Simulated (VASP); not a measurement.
# Ce (Im-3m) in VASP: a series of runs

One crystal, Ce, is run at these levels: PBE; tasks: single point.

All numbers are computed with VASP 6.6.1; they aren't measurements. Logs are shortened: lines on timing, memory, paths and dates and some standing lists are left out, and cuts for length are marked.

**1. The crystal as given**

The structure is cubic, space group Im-3m (No. 229). The conventional cell has a = 3.887 Å, b = 3.887 Å, c = 3.887 Å, α = 90.00°, β = 90.00°, γ = 90.00°. Ce (site symmetry m-3m) has 8 Ce at 3.37 Å as nearest neighbours.

This isn't the form of Ce at room conditions, which is fcc.

**2. Single point, PBE, collinear spin, ferromagnetic start**

Input file INCAR:

```
PREC     = Accurate       # precision mode
ENCUT    = 300            # plane-wave cutoff, eV
EDIFF    = 1E-6           # SCF threshold, eV
ISMEAR   = 0              # smearing method
SIGMA    = 0.2            # smearing width, eV
LREAL    = F              # projectors in reciprocal space
LASPH    = T              # aspherical terms in the spheres
NELM     = 100            # most SCF steps
ALGO     = Normal         # electronic algorithm
ISIF     = 2              # what is computed and relaxed
LWAVE    = F              # write WAVECAR
LCHARG   = F              # write CHGCAR
ISPIN    = 2              # spin polarisation
MAGMOM   = 1              # initial moments
LORBIT   = 11             # projections on sites
LMAXMIX  = 6              # l up to which the mixer works
GGA      = PE             # functional
NBANDS   = 16             # bands
ADDGRID  = F
```

Input file KPOINTS:

```
regular mesh
0
Gamma
  6 6 6
```

Input file POSCAR:

```
Ce
1.0
   -1.9432985503      1.9432985503      1.9432985503
    1.9432985503     -1.9432985503      1.9432985503
    1.9432985503      1.9432985503     -1.9432985503
Ce
1
Direct
    0.0000000000      0.0000000000      0.0000000000
```

Potentials or basis: VASP PAW PBE potentials, release 64 (Ce).

Started as:

```sh
> cat potpaw_PBE.64/Ce/POTCAR > POTCAR
> mpirun -np 1 vasp_std > vasp.out
```

OUTCAR:

```text
PREC = Accurate
   ENCUT = 300
   EDIFF = 1E-6
   ISMEAR = 0
   LREAL = F
   LASPH = T
   NELM = 100
   ISIF = 2
   ISPIN = 2
   LORBIT = 11
   GGA = PE

 Found     16 irreducible k-points:

 Following reciprocal coordinates:
            Coordinates               Weight
  0.000000  0.000000  0.000000      1.000000
  0.166667  0.000000  0.000000     12.000000
  0.333333  0.000000  0.000000     12.000000
  0.500000  0.000000  0.000000      6.000000
  0.166667  0.166667  0.000000     24.000000
  0.333333  0.166667  0.000000     48.000000
   k-points           NKPTS =     16   k-points in BZ     NKDIM =     16   number of bands    NBANDS=     16
   number of dos      NEDOS =    301   number of ions     NIONS =      1
   total plane-waves  NPLWV =   8000
   dimension x,y,z NGX =    20 NGY =   20 NGZ =   20
   dimension x,y,z NGXF=    40 NGYF=   40 NGZF=   40
   ions per type =               1
   NGX,Y,Z   is equivalent  to a cutoff of   9.88,  9.88,  9.88 a.u.
   NGXF,Y,Z  is equivalent  to a cutoff of  19.76, 19.76, 19.76 a.u.
 SYSTEM =  unknown system
   PREC   = accura    normal or accurate (medium, high low for compatibility)
   ISTART =      0    job   : 0-new  1-cont  2-samecut
   ICHARG =      2    charge: 1-file 2-atom 10-const
   ISPIN  =      2    spin polarized calculation?
   LNONCOLLINEAR =      F non collinear calculations
   LSORBIT =      F    spin-orbit coupling
   LASPH  =      T    aspherical Exc in radial PAW
   ENCUT  =  300.0 eV  22.05 Ry    4.70 a.u.   4.75  4.75  4.75*2*pi/ulx,y,z
   NELM   =    100;   NELMIN=  2; NELMDL= -5     # of ELM steps
   EDIFF  = 0.1E-05   stopping-criterion for ELM
   LREAL  =      F    real-space projection
   EDIFFG = 0.1E-04   stopping-criterion for IOM
   NSW    =      0    number of steps for IOM
   IBRION =     -1    ionic relax: 0-MD 1-quasi-New 2-CG
   NFREE  =      0    steps in history (QN), initial steepest desc. (CG)
   ISIF   =      2    stress and relaxation
   ISYM   =      2    0-nonsym 1-usesym 2-fastsym
   POTIM  = 0.5000    time-step for ionic-motion
   TEBEG  =    0.0;   TEEND  =   0.0 temperature during run
   PSTRESS=    0.0 pullay stress
   NELECT =      12.0000    total number of electrons
   NUPDOWN=      -1.0000    fix difference up-down
   EMIN   =  10.00;   EMAX   =-10.00  energy-range for DOS
   EFERMI =   0.00;   METHOD = LEGACY
   ISMEAR =     0;   SIGMA  =   0.20  broadening in eV -4-tet -1-fermi 0-gaus
   EFERMI_NEDOS =   21; number of points for ismear=-14 and -15
   IALGO  =     38    algorithm
   IMIX   =      4    mixing-type and parameters
     AMIX     =   0.40;   BMIX     =  1.00
     AMIX_MAG =   1.60;   BMIX_MAG =  1.00
  volume/ion in A,a.u.               =      29.35       198.10
  Fermi-wavevector in a.u.,A,eV,Ry     =   1.214998  2.296014 20.085209  1.476221
  Thomas-Fermi vector in A             =   2.350400
   LORBIT       =     11    0 simple, 1 ext, 2 COOP (PROOUT), +10 PAW based schemes
   GGA     = PE    functional components
   LHFCALC =     F    Hartree Fock is set to
   AEXX    =    0.0000 exact exchange contribution
   IVDW    =     0    specifies the selected vdW correction
   LEPSILON=     F    determine dielectric tensor
   LRPA    =     F    only Hartree local field effects (RPA)
 spin polarized calculation
 Gauss-broadening in eV      SIGMA  =   0.20
  energy-cutoff  :      300.00
  volume of cell :       29.35
 maximum number of plane-waves:       370
   NGX =  9   NGY =  9   NGZ =  9

 number of electron      12.0000002 magnetization       1.4491059

 Free energy of the ion-electron system (eV)
  ---------------------------------------------------
  ext. energy  EPLUGINS =         0.00000000
  ---------------------------------------------------
  free energy    TOTEN  =        -5.72608637 eV

  energy without entropy =       -5.63109488  energy(sigma->0) =       -5.67859062

 E-fermi :   8.3288     XC(G=0): -10.7645

 val. band max:        8.3250448955   @ k =   0.5000   0.0000   0.0000
 cond. band min:       8.3802480415   @ k =   0.1667   0.1667   0.0000
 fundamental gap:      0.0552031460
 Fermi energy:         8.3288388016

 spin component 1

 k-point     1 :       0.0000    0.0000    0.0000
  band No.  band energies     occupation
      1     -26.5334      1.00000
      2      -8.1113      1.00000
      3      -8.1113      1.00000
      4      -8.1113      1.00000
      5       4.8934      1.00000
      6       8.2527      0.70477
      7       8.2527      0.70476
      8       8.2527      0.70476
      9       9.1147      0.00000
     10       9.1147      0.00000
     11       9.1147      0.00000
     12       9.3192      0.00000
     13       9.7204      0.00000
     14       9.7204      0.00000
     15       9.7204      0.00000
     16      12.6119      0.00000

 k-point     2 :       0.1667    0.0000    0.0000
  band No.  band energies     occupation
      1     -26.4394      1.00000
      2      -8.7373      1.00000
      3      -8.2932      1.00000
      4      -8.1209      1.00000
      5       5.8650      1.00000
      6       8.0453      0.97753
      7       8.1505      0.89631
      8       8.2689      0.66422
      9       8.8628      0.00008
     10       8.9288      0.00001
     11       9.0567      0.00000
     12       9.1885      0.00000
     13       9.3761      0.00000
     14       9.9749      0.00000
     15      11.2019      0.00000
     16      12.1238      0.00000

 k-point     3 :       0.3333    0.0000    0.0000
  band No.  band energies     occupation
      1     -26.2437      1.00000
      2      -9.8271      1.00000
      3      -8.6344      1.00000
      4      -8.1420      1.00000
      5       6.2394      1.00000
      6       7.8288      0.99980
      7       8.3067      0.56221
      8       8.4794      0.14358
      9       8.7364      0.00198
     10       8.9242      0.00001
     11       8.9730      0.00000
     12       9.0214      0.00000
     13       9.1908      0.00000
     14      10.7390      0.00000
     15      12.6820      0.00000
     16      13.2857      0.00000

 k-point     4 :       0.5000    0.0000    0.0000
  band No.  band energies     occupation
      1     -26.1416      1.00000
      2     -10.3163      1.00000
      3      -8.7943      1.00000
      4      -8.1528      1.00000
      5       5.9058      1.00000
      6       7.6258      1.00000
      7       8.3250      0.51070
      8       8.5576      0.05287
      9       8.7162      0.00308
     10       8.8697      0.00007
     11       8.9839      0.00000
     12       9.0428      0.00000
     13       9.1945      0.00000
     14      12.5017      0.00000
     15      12.8348      0.00000
     16      13.7135      0.00000

 k-point     5 :       0.1667    0.1667    0.0000
  band No.  band energies     occupation
      1     -26.2938      1.00000
      2      -9.4770      1.00000
      3      -8.5521      1.00000
      4      -8.2594      1.00000
      5       6.8684      1.00000
      6       7.7516      0.99998
      7       8.1690      0.87077
      8       8.4028      0.30043
      9       8.8058      0.00037
     10       8.8682      0.00007
     11       8.9082      0.00002
     12       9.0932      0.00000
     13       9.5331      0.00000
     14       9.5723      0.00000
     15      11.9853      0.00000
     16      13.4711      0.00000

 k-point     6 :       0.3333    0.1667    0.0000
  band No.  band energies     occupation
      1     -26.1425      1.00000
      2     -10.0619      1.00000
      3      -8.9769      1.00000
      4      -8.3200      1.00000
      5       6.6709      1.00000
      6       7.7847      0.99994
      7       8.4419      0.21202
      8       8.5471      0.06141
      9       8.7234      0.00263
     10       8.8941      0.00003
     11       8.9539      0.00000
     12       9.0632      0.00000
     13       9.2272      0.00000
     14      10.5724      0.00000
     15      12.6829      0.00000
     16      13.9480      0.00000

 [... further k-points ...]

 spin component 2

 k-point     1 :       0.0000    0.0000    0.0000
  band No.  band energies     occupation
      1     -26.0178      1.00000
      2      -7.6274      1.00000
      3      -7.6274      1.00000
      4      -7.6274      1.00000
      5       5.5729      1.00000
      6       8.9197      0.00001
      7       8.9197      0.00001
      8       8.9197      0.00001
      9       9.5803      0.00000
     10       9.5803      0.00000
     11       9.5803      0.00000
     12       9.8417      0.00000
     13      10.4056      0.00000
     14      10.4056      0.00000
     15      10.4056      0.00000
     16      12.9430      0.00000

 k-point     2 :       0.1667    0.0000    0.0000
  band No.  band energies     occupation
      1     -25.9247      1.00000
      2      -8.2404      1.00000
      3      -7.8044      1.00000
      4      -7.6384      1.00000
      5       6.5380      1.00000
      6       8.6998      0.00436
      7       8.8241      0.00023
      8       8.9282      0.00001
      9       9.3797      0.00000
     10       9.4083      0.00000
     11       9.5264      0.00000
     12       9.6877      0.00000
     13      10.0585      0.00000
     14      10.6259      0.00000
     15      11.8463      0.00000
     16      12.5354      0.00000

 k-point     3 :       0.3333    0.0000    0.0000
  band No.  band energies     occupation
      1     -25.7311      1.00000
      2      -9.3116      1.00000
      3      -8.1367      1.00000
      4      -7.6619      1.00000
      5       6.8818      1.00000
      6       8.5191      0.08930
      7       8.9322      0.00001
      8       9.0658      0.00000
      9       9.2505      0.00000
     10       9.4642      0.00000
     11       9.5259      0.00000
     12       9.6435      0.00000
     13       9.6809      0.00000
     14      11.3509      0.00000
     15      13.1850      0.00000
     16      13.6886      0.00000

 k-point     4 :       0.5000    0.0000    0.0000
  band No.  band energies     occupation
      1     -25.6301      1.00000
      2      -9.7937      1.00000
      3      -8.2928      1.00000
      4      -7.6740      1.00000
      5       6.5337      1.00000
      6       8.3227      0.51718
      7       8.9276      0.00001
      8       9.0743      0.00000
      9       9.2281      0.00000
     10       9.5353      0.00000
     11       9.5735      0.00000
     12       9.5981      0.00000
     13       9.6825      0.00000
     14      13.1424      0.00000
     15      13.3208      0.00000
     16      14.1195      0.00000

 k-point     5 :       0.1667    0.1667    0.0000
  band No.  band energies     occupation
      1     -25.7806      1.00000
      2      -8.9666      1.00000
      3      -8.0583      1.00000
      4      -7.7745      1.00000
      5       7.5322      1.00000
      6       8.3802      0.35811
      7       8.8238      0.00023
      8       9.0497      0.00000
      9       9.3362      0.00000
     10       9.3586      0.00000
     11       9.4157      0.00000
     12       9.6036      0.00000
     13      10.1665      0.00000
     14      10.2040      0.00000
     15      12.4690      0.00000
     16      13.8794      0.00000

 k-point     6 :       0.3333    0.1667    0.0000
  band No.  band energies     occupation
      1     -25.6309      1.00000
      2      -9.5426      1.00000
      3      -8.4738      1.00000
      4      -7.8355      1.00000
      5       7.3078      1.00000
      6       8.4306      0.23593
      7       9.0164      0.00000
      8       9.1079      0.00000
      9       9.2442      0.00000
     10       9.4923      0.00000
     11       9.5493      0.00000
     12       9.6260      0.00000
     13       9.7695      0.00000
     14      11.1647      0.00000
     15      13.1945      0.00000
     16      14.4150      0.00000

 [... further k-points ...]

------------------------ aborting loop because EDIFF is reached ----------------------------------------

  FORCE on cell =-STRESS in cart. coord.  units (eV):
  Direction    XX          YY          ZZ          XY          YZ          ZX
  --------------------------------------------------------------------------------------
  -------------------------------------------------------------------------------------
  Total        0.0356866      0.0356866      0.0356866      0.0000000      0.0000000     -0.0000000
  in kB        1.9477656      1.9477656      1.9477656      0.0000000      0.0000000     -0.0000000
  external PRESSURE =       1.9477656 kB  Pullay stress =       0.0000000 kB

 VOLUME and BASIS-vectors are now :
 -----------------------------------------------------------------------------
  energy-cutoff  :      300.00
  volume of cell :       29.35
      direct lattice vectors                 reciprocal lattice vectors
    -1.943298550  1.943298550  1.943298550     0.000000000  0.257294485  0.257294485
     1.943298550 -1.943298550  1.943298550     0.257294485  0.000000000  0.257294485
     1.943298550  1.943298550 -1.943298550     0.257294485  0.257294485  0.000000000

 POSITION                                       TOTAL-FORCE (eV/Angst)
 -----------------------------------------------------------------------------------
      0.00000      0.00000      0.00000        -0.000000     -0.000000      0.000000
 -----------------------------------------------------------------------------------
    total drift:                                0.000000     -0.000000     -0.000000

  FREE ENERGIE OF THE ION-ELECTRON SYSTEM (eV)
  ---------------------------------------------------
  free  energy   TOTEN  =        -5.7260863659 eV

  energy  without entropy=       -5.6310948782  energy(sigma->0) =       -5.67859062

 total charge

# of ion       s       p       d       f       tot
--------------------------------------------------
    1        2.060   5.593   1.131   1.012   9.795

 magnetization (x)

# of ion       s       p       d       f       tot
--------------------------------------------------
    1        0.012   0.016   0.304   0.738   1.069
```

Wall time 11 s (1 thread of Intel Xeon 6975P-C (Granite Rapids), shared host); peak memory 0.13 GiB.

These settings aren't checked as converged: the numbers below hold their error.

Results:

```
Free energy                                           : -5.7261 eV
Band gap on the k mesh                                : none (metal or under the smearing width)
Net moment                                            : 1.45 μB per cell
Site moments                                          : Ce +1.07 μB
Valence electrons inside the program's atomic spheres : Ce 9.79
```

Caveat: the k mesh is coarse (spacing up to 0.38 Å⁻¹), so the values aren't converged; the cutoff is under 1.25 times the usual one of these potentials, so pressure, stress and relaxed cells hold a basis-set (Pulay) error; the magnetic or orbital state may not be the lowest; spin-orbit coupling is left out, which moves the levels of the heavy elements.

**3. Single point, PBE, collinear spin, ferromagnetic start**

This run uses another cell than the first one, of the same volume but with other edges.

INCAR is that of step 2.

KPOINTS is that of step 2.

Input file POSCAR:

```
Ce
1.0
   -1.9824590000      1.9831840000      1.9962140000
    1.9307920000     -1.9490850000      1.9104480000
    1.9370660000      1.9036920000     -1.9621150000
Ce
1
Direct
   -0.0084250000     -0.0182580000     -0.0014360000
```

Potentials or basis: VASP PAW PBE potentials, release 64 (Ce).

Started as:

```sh
> cat potpaw_PBE.64/Ce/POTCAR > POTCAR
> mpirun -np 1 vasp_std > vasp.out
```

Wall time 36 s (1 thread of Intel Xeon 6975P-C (Granite Rapids), shared host); peak memory 0.17 GiB.

The run converged, but some of its settings lie outside the range that counts as converged, so its numbers aren't taken as properties of the crystal.

Results:

```
Free energy                                           : -5.7243 eV
Band gap on the k mesh                                : none (metal or under the smearing width)
Net moment                                            : 1.42 μB per cell
Site moments                                          : Ce +1.05 μB
Valence electrons inside the program's atomic spheres : Ce 9.80
```

Caveat: the k mesh is coarse (spacing up to 0.39 Å⁻¹), so the values aren't converged; the cutoff is under 1.25 times the usual one of these potentials, so pressure, stress and relaxed cells hold a basis-set (Pulay) error; the magnetic or orbital state may not be the lowest; spin-orbit coupling is left out, which moves the levels of the heavy elements.

**4. Single point, PBE, collinear spin, ferromagnetic start**

Changes to INCAR since step 3:

```diff
@@ -1,3 +1,3 @@
 PREC     = Accurate       # precision mode
-ENCUT    = 300            # plane-wave cutoff, eV
+ENCUT    = 400            # plane-wave cutoff, eV
 EDIFF    = 1E-6           # SCF threshold, eV
```

KPOINTS is that of step 3.

Input file POSCAR:

```
Ce
1.0
   -1.9432985503      1.9432985503      1.9432985503
    1.9432985503     -1.9432985503      1.9432985503
    1.9432985503      1.9432985503     -1.9432985503
Ce
1
Direct
    0.0000000000      0.0000000000      0.0000000000
```

Started as:

```sh
> cat potpaw_PBE.64/Ce/POTCAR > POTCAR
> mpirun -np 1 vasp_std > vasp.out
```

It took 12 s on 1 thread of Intel Xeon 6975P-C (Granite Rapids), shared host; peak memory 0.16 GiB.

The run converged, but some of its settings lie outside the range that counts as converged, so its numbers aren't taken as properties of the crystal.

Results:

| Item | Value |
| --- | --- |
| Free energy | -5.7247 eV |
| Pressure | 0.1 GPa |
| Band gap on the k mesh | none (metal or under the smearing width) |
| Net moment | 1.45 μB per cell |
| Site moments | Ce +1.07 μB |
| Valence electrons inside the program's atomic spheres | Ce 9.80 |

Caveat: the k mesh is coarse (spacing up to 0.38 Å⁻¹), so the values aren't converged; the magnetic or orbital state may not be the lowest; spin-orbit coupling is left out, which moves the levels of the heavy elements.

**5. The reference run**

An earlier run on the cell as given: functional PBE; potentials or basis VASP PAW PBE potentials, release 64 (Ce); cutoff 520 eV; k mesh 10 × 10 × 10; occupations fermi-dirac, width 0.05 eV; collinear spin, ferromagnetic start; starting moments [1.0] μB.

- Pressure: -0.8 GPa
- Band gap on the k mesh: none (metal or under the smearing width)
- Net moment: 1.00 μB per cell
- Site moments: Ce +0.79 μB
- Valence electrons inside the program's atomic spheres: Ce 9.81
